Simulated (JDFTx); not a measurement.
# Al: relaxation of cell and atoms with PBEsol

The system is Al.

```
Al
1.0
     0.00000    2.02481    2.02481
     2.02481    0.00000    2.02481
     2.02481    2.02481    0.00000
Al
1
Direct
  0.00000 0.00000 0.00000
```

| Property | Result |
| --- | --- |
| Program | JDFTx 1.7.0 (patched build) |
| Task | relaxation of cell and atoms |
| Functional | PBEsol |
| Potentials or basis | PseudoDojo-SR-PBEsol-0.4.1-standard |
| Cutoff | 544 eV |
| Density cutoff | 2177 eV |
| k mesh | 11 × 11 × 11 |
| Occupations | fermi-dirac, width 0.05 eV |
| Spin | no spin polarisation |
| Bands | 6 |
| Density cutoff over wavefunction cutoff | 4 |
| Max SCF steps | 100 |
| SCF threshold on the energy | 1e-10 Ha |
| Solver of the electrons | scf |
| Further solve for the empty bands | no |

```json
{
  "Relaxed volume": "16.18 Å³/atom",
  "Relaxed cell": "a = 2.839 Å, b = 2.839 Å, c = 2.839 Å, α = 60.00°, β = 60.00°, γ = 60.00°",
  "Space group after relaxing (to 0.05 Å)": "Fm-3m (No. 225)",
  "Energy gained by relaxing": "2.8 meV/atom",
  "Ionic steps": "5",
  "Pressure after relaxing": "0.0 GPa",
  "Band gap on the k mesh": "none (metal or under the smearing width)"
}
```

Step by step:
| step | energy change (eV) | largest force (eV/Å) | pressure (GPa) | volume (Å³) |
| --- | --- | --- | --- | --- |
| 1 | 0.0000 | 0.0000 | -2.06 | 16.60 |
| 2 | -0.0006 | 0.0000 | -1.83 | 16.55 |
| 3 | -0.0028 | 0.0000 | -0.01 | 16.18 |
| 4 | -0.0028 | 0.0000 | 0.00 | 16.18 |
| 5 | -0.0028 | 0.0000 | 0.00 | 16.18 |

Final structure:
```cif
data_structure
_symmetry_space_group_name_H-M 'P 1'
_symmetry_Int_Tables_number 1
_cell_length_a 2.8389
_cell_length_b 2.8389
_cell_length_c 2.8389
_cell_angle_alpha 60.000
_cell_angle_beta 60.000
_cell_angle_gamma 60.000
_cell_volume 16.18
loop_
_atom_site_label
_atom_site_type_symbol
_atom_site_fract_x
_atom_site_fract_y
_atom_site_fract_z
_atom_site_occupancy
Al1 Al 0.00000 0.00000 0.00000 1
```

Levels at points of the mesh, in eV from the Fermi level:
```
           k point  band 1  band 2  band 3
(0.00, 0.00, 0.00)  -11.27   12.71   12.71
```

Run time: 18 s on 1 thread of Arm Neoverse V2 (shared host), peak memory 0.04 GiB.

The cell as given is a measured one (16.60 Å³/atom); PBEsol puts the equilibrium volume -2.6 % from it, thermal expansion not counted.
